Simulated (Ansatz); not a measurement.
# BP (rocksalt type): the cost of one run

Program: Ansatz 0.2.0. Level of theory: DFT, PBE, PAW with Ansatz's default frozen-core files, scalar-relativistic. These are calculated values, not measurements.

### Step 1. The structure to begin with

The structure is cubic, space group Fm-3m (No. 225). Conventional cell: a = 4.309 Å, b = 4.309 Å, c = 4.309 Å, α = 90.00°, β = 90.00°, γ = 90.00°. Around B (site symmetry m-3m) lie 6 P at 2.15 Å. P (site symmetry m-3m) is surrounded by 6 B at 2.15 Å.

Structure file:

```cif
data_structure
_symmetry_space_group_name_H-M 'Fm-3m'
_symmetry_Int_Tables_number 225
_cell_length_a 4.3089
_cell_length_b 4.3089
_cell_length_c 4.3089
_cell_angle_alpha 90.000
_cell_angle_beta 90.000
_cell_angle_gamma 90.000
_cell_volume 80.00
loop_
_atom_site_label
_atom_site_type_symbol
_atom_site_symmetry_multiplicity
_atom_site_Wyckoff_symbol
_atom_site_fract_x
_atom_site_fract_y
_atom_site_fract_z
_atom_site_occupancy
B1 B 4 a 0.00000 0.00000 0.00000 1
P1 P 4 b 0.50000 0.00000 0.00000 1
```

The file gives the conventional cell by its symmetry; the runs use the cell typed in the input.

Atoms are numbered in the order of the input: B1, P2.

### Step 2. Cell relaxed at zero pressure, PAW

input.yaml

```yaml
crystal:
  lattice:
    - [0.0, 2.15443469, 2.15443469]
    - [2.15443469, 0.0, 2.15443469]
    - [2.15443469, 2.15443469, 0.0]
  atoms:
    - { symbol: B, position: [0.0, 0.0, 0.0] }
    - { symbol: P, position: [0.5, 0.5, 0.5] }
kpoints:
  mp_grid: { grid: [16, 16, 16] }
scf:
  occupations: { method: fermi_dirac, width: 0.08 }
hamiltonian:
  xc: pbe
  pseudopotentials: { kind: paw }
output:
  forces: true
  stress: true
relax:
  f_tol: 0.005
  max_steps: 40
  cell: {}
```

The run is started by

```sh
ansatz run input.yaml --threads 1 --pin off --max-ram 3584MiB --backend cpu --events-out ev --progress --plain --runs-dir out
```

**Question.** How long does this run take on 1 thread of Arm Neoverse V1, shared host, and how much memory does it need?

About 6.4 s, with a peak of 0.3 GiB.
